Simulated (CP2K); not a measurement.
GaAs under changes of volume

One of the cells (22.590 Å³/atom); the others are scaled copies at fixed shape and fractional positions:

```
CELL_PARAMETERS angstrom
3.99777 0.00000 0.00000
1.99888 3.46217 0.00000
1.99888 1.15406 3.26417
ATOMIC_POSITIONS crystal
As 0.75000 0.75000 0.75000
Ga 0.00000 0.00000 0.00000
```

```yaml
Program: CP2K 2026.2
Functional: PBEsol
Potentials_or_basis: POTENTIAL_UZH As GTH-PBE-q5, Ga GTH-PBE-q13; TZVP-MOLOPT-PBE-GTH basis
Density_cutoff: 6123 eV
k_mesh: 8 × 8 × 8
Occupations: fermi-dirac, width 0.0259 eV
Spin: no spin polarisation
```

```tsv
volume (Å³/atom)	energy over the lowest point (meV/atom)	pressure (GPa)	gap on the mesh (eV)
21.234	38.02	7.0	0.84
21.686	21.17	5.0	0.68
22.138	9.58	3.2	0.53
22.590	2.68	1.7	0.38
23.041	0.00	0.3	0.23
23.493	1.08	-1.0	0.09
23.945	?	?	?
```

**Question.** What does the run at 23.945 Å³/atom give?

**Answer.** Energy over the lowest point 5.38 meV/atom; pressure -2.0 GPa; gap on the mesh none.

Worked out: A Birch-Murnaghan fit of order 3 (a polynomial in V^(-2/3)) to the other rows has its minimum at 23.13 Å³/atom with B0 = V·E''(V) = 67 GPa and B' = 4.6. It gives 5.54 meV/atom at 23.945 Å³/atom, against the run's 5.38, and -dE/dV = -2.1 GPa, against -2.0.

Energies are extrapolated to zero smearing.

Caveats: the potentials were made for another functional, which shifts forces and pressure; the basis of atomic orbitals isn't converged, which shifts pressures, moduli and gaps.

A mesh can miss the band edges. Spin-orbit coupling on As, Ga is left out.

A gap of «none» marks a metal or a gap under the smearing width.
